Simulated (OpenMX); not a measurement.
A run of OpenMX 3.8.5 is set up as follows.

File Ba.dat:

```
System.CurrrentDirectory             ./
System.Name                          Ba
DATA.PATH                            ./DFT_DATA13
level.of.stdout                      1
level.of.fileout                     1
Species.Number                       1
<Definition.of.Atomic.Species
  Ba  Ba10.0-s3p2d2          Ba_CA13
Definition.of.Atomic.Species>

Atoms.Number                         1
Atoms.SpeciesAndCoordinates.Unit     FRAC
<Atoms.SpeciesAndCoordinates
    1  Ba    0.0000000000    0.0000000000    0.0000000000   5.000  5.000
Atoms.SpeciesAndCoordinates>

Atoms.UnitVectors.Unit               Ang
<Atoms.UnitVectors
    -2.5065000000    2.4939675000    2.4939675000
     2.5065000000   -2.5190325000    2.5190325000
     2.5065000000    2.5190325000   -2.5190325000
Atoms.UnitVectors>

scf.XcType                           LSDA-PW
scf.SpinPolarization                 on
scf.ElectronicTemperature            580.226
scf.energycutoff                     300.0
scf.maxIter                          100
scf.EigenvalueSolver                 band
scf.Kgrid                            9 9 9
scf.Mixing.Type                      rmm-diisk
scf.Init.Mixing.Weight               0.05
scf.Min.Mixing.Weight                0.001
scf.Max.Mixing.Weight                0.3
scf.Mixing.History                   25
scf.Mixing.StartPulay                8
scf.criterion                        1.0e-8
scf.stress.tensor                    on
MD.Type                              nomd
scf.Ngrid                            36 36 36
```

Potentials or basis: OpenMX 2013 LDA set, Ba10.0-s3p2d2, fixed grid of 36 × 36 × 36 points.

Command:

```console
$ openmx Ba.dat -nt 1 > Ba.std
```

(1) What does it give for the net moment?

(2) What does it give for the band gap on the k mesh?

(3) Estimate the pressure.

Results:

(1) 0.00 μB per cell.

(2) none (metal or under the smearing width).

(3) -1.2 GPa.

Caveat: the basis of atomic orbitals isn't converged, which shifts pressures, moduli and gaps.
